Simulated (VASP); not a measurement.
Here is a VASP 6.6.1 calculation.

INCAR

```
PREC = Accurate
ENCUT = 600
EDIFF = 1E-7
ISMEAR = 0
SIGMA = 0.03
LREAL = F
LASPH = T
NELM = 80
ALGO = Normal
ISIF = 2
LWAVE = F
LCHARG = F
METAGGA = R2SCAN
LMIXTAU = T
IBRION = 2
NSW = 40
EDIFFG = -0.01
```

Contents of KPOINTS:

```
regular mesh
0
Gamma
  10 10 10
```

File POSCAR:

```
Si                                      
1.0
    0.0000000000      2.6830390194      2.6830390194
    2.6830390194      0.0000000000      2.6830390194
    2.6830390194      2.6830390194      0.0000000000
  Si            
     2
Direct
     0.7500000000000000    0.7500000000000000    0.7500000000000000
     0.5000000000000000    0.5000000000000000    0.5000000000000000
```

Potentials or basis: VASP PAW PBE potentials, release 64 (Si).

Launch:

```bash
$ cat potpaw_PBE.64/Si/POTCAR > POTCAR
$ mpirun -np 1 vasp_std > vasp.out
```

(1) Estimate the band gap on the k mesh.

Results:

(1) 0.72 eV, indirect (least direct gap 2.77 eV).

Caveat: the relaxation stopped at its first step, so nothing moved.
